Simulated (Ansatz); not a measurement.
Ag (Im-3m), symmetry broken, then relaxed

Method: DFT r2SCAN, scalar-relativistic, plane waves, PAW (Ansatz 0.2.0). Settings: plane waves to 500 eV, k-mesh 10×10×10 (Γ-centred), Gaussian smearing 0.15 eV. No spin polarisation. Energies are free energies at this smearing, counted from the undisturbed cell; pressure is positive in compression.

The undisturbed cell (relaxed at this level):

```
Ag
1.0
     0.00000   -3.26854    0.00000
    -3.26854    0.00000    0.00000
     0.00000    0.00000   -3.26854
Ag
2
Cartesian
  -1.6343 -1.6343 -1.6343
  0.0000 0.0000 0.0000
```

The atoms are displaced (Å, in the unstrained cell):

| atom | ux | uy | uz |
| --- | --- | --- | --- |
| Ag1 | -0.650 | 0.267 | 0.085 |
| Ag2 | 0.650 | -0.267 | -0.085 |

Cell and atoms are then relaxed.

Question: Does the relaxation return to the undisturbed structure?

Answer: No. It ends 33.4 meV/atom below it. The disturbance itself cost 4330.8 meV/atom. The final space group reads I4/mmm (tolerance 0.05 Å) and the volume changes by -0.86 %.

Final structure:

```yaml
crystal:
  lattice:
    - [0.00004, -3.99137, 0.00010]
    - [-2.94515, 0.00004, -0.00057]
    - [-0.00057, 0.00010, -2.94510]
  atoms:
    - { symbol: Ag, position: [0.50000, 0.50001, 0.50000] }
    - { symbol: Ag, position: [0.00000, 0.99999, 0.00000] }
```

The relaxation, step by step (energy from the first step; small jumps at an unchanged geometry come where the plane waves are selected anew for the new cell):

```
step  ΔE (meV/atom) largest force component (eV/Å) pressure (GPa)
   1            0.0                          20.813          112.72
   2        -3233.9                           4.141           31.30
   3        -3758.5                           2.378           18.89
   4        -4141.5                           1.614            9.58
   5        -4323.8                           0.311            3.98
   6        -4345.3                           0.121           -0.08
   7        -4354.6                           0.034            0.46
   8        -4361.0                           0.097            0.74
   9        -4362.1                           0.002            0.02
  10        -4364.0                           0.002            0.06
  11        -4364.1                           0.000            0.02
  12        -4364.1                           0.000            0.02
```

Frames along the relaxation (Å, eV/Å):

```xyz
2
Lattice="0.000 -3.269 0.000 -3.269 0.000 0.000 0.000 0.000 -3.269" Properties=species:S:1:pos:R:3:forces:R:3 pbc="T T T" step=1
Ag   -2.284   -1.368   -1.549    6.722  -20.813  -15.412
Ag    0.650   -0.267   -0.085   -6.722   20.813   15.412
2
Lattice="0.017 -3.340 -0.026 -3.270 0.017 0.009 0.009 -0.026 -3.414" Properties=species:S:1:pos:R:3:forces:R:3 pbc="T T T" step=2
Ag   -2.214   -1.565   -1.714    2.346   -4.141    0.509
Ag    0.592   -0.109   -0.001   -2.346    4.141   -0.509
2
Lattice="0.061 -3.435 -0.021 -3.135 0.061 0.039 0.039 -0.021 -3.313" Properties=species:S:1:pos:R:3:forces:R:3 pbc="T T T" step=3
Ag   -1.921   -1.616   -1.651    2.378   -1.744    0.635
Ag    0.404   -0.081    0.003   -2.378    1.744   -0.635
2
Lattice="0.105 -3.487 -0.016 -3.040 0.105 0.054 0.054 -0.016 -3.224" Properties=species:S:1:pos:R:3:forces:R:3 pbc="T T T" step=4
Ag   -1.653   -1.649   -1.606    1.614   -0.274    0.499
Ag    0.212   -0.050    0.012   -1.614    0.274   -0.499
2
Lattice="0.033 -3.447 -0.008 -3.097 0.033 0.033 0.033 -0.008 -3.157" Properties=species:S:1:pos:R:3:forces:R:3 pbc="T T T" step=5
Ag   -1.545   -1.714   -1.588    0.311    0.062    0.253
Ag    0.030    0.003    0.022   -0.311   -0.062   -0.253
2
Lattice="0.002 -3.603 -0.006 -3.127 0.002 0.014 0.014 -0.006 -3.091" Properties=species:S:1:pos:R:3:forces:R:3 pbc="T T T" step=6
Ag   -1.558   -1.807   -1.558    0.024    0.032    0.121
Ag    0.002    0.003    0.016   -0.024   -0.032   -0.121
2
Lattice="-0.001 -3.766 -0.006 -3.033 -0.001 0.002 0.002 -0.006 -3.024" Properties=species:S:1:pos:R:3:forces:R:3 pbc="T T T" step=7
Ag   -1.516   -1.884   -1.519   -0.004   -0.034    0.034
Ag   -0.001   -0.003    0.005    0.004    0.034   -0.034
2
Lattice="-0.004 -3.926 -0.005 -2.959 -0.004 -0.010 -0.010 -0.005 -2.961" Properties=species:S:1:pos:R:3:forces:R:3 pbc="T T T" step=8
Ag   -1.485   -1.959   -1.485   -0.004   -0.097   -0.019
Ag   -0.001   -0.008   -0.003    0.004    0.097    0.019
2
Lattice="0.000 -3.968 0.000 -2.954 0.000 -0.002 -0.002 0.000 -2.953" Properties=species:S:1:pos:R:3:forces:R:3 pbc="T T T" step=9
Ag   -1.478   -1.984   -1.477    0.002    0.001    0.000
Ag    0.000    0.000    0.000   -0.002   -0.001    0.000
2
Lattice="0.000 -3.968 0.000 -2.954 0.000 -0.002 -0.002 0.000 -2.953" Properties=species:S:1:pos:R:3:forces:R:3 pbc="T T T" step=10
Ag   -1.478   -1.984   -1.477    0.002    0.000    0.000
Ag    0.000    0.000    0.000   -0.002    0.000    0.000
2
Lattice="0.000 -3.991 0.000 -2.945 0.000 -0.001 -0.001 0.000 -2.945" Properties=species:S:1:pos:R:3:forces:R:3 pbc="T T T" step=11
Ag   -1.473   -1.996   -1.473    0.000    0.000    0.000
Ag    0.000    0.000    0.000    0.000    0.000    0.000
2
Lattice="0.000 -3.991 0.000 -2.945 0.000 -0.001 -0.001 0.000 -2.945" Properties=species:S:1:pos:R:3:forces:R:3 pbc="T T T" step=12
Ag   -1.473   -1.996   -1.473    0.000    0.000    0.000
Ag    0.000    0.000    0.000    0.000    0.000    0.000
```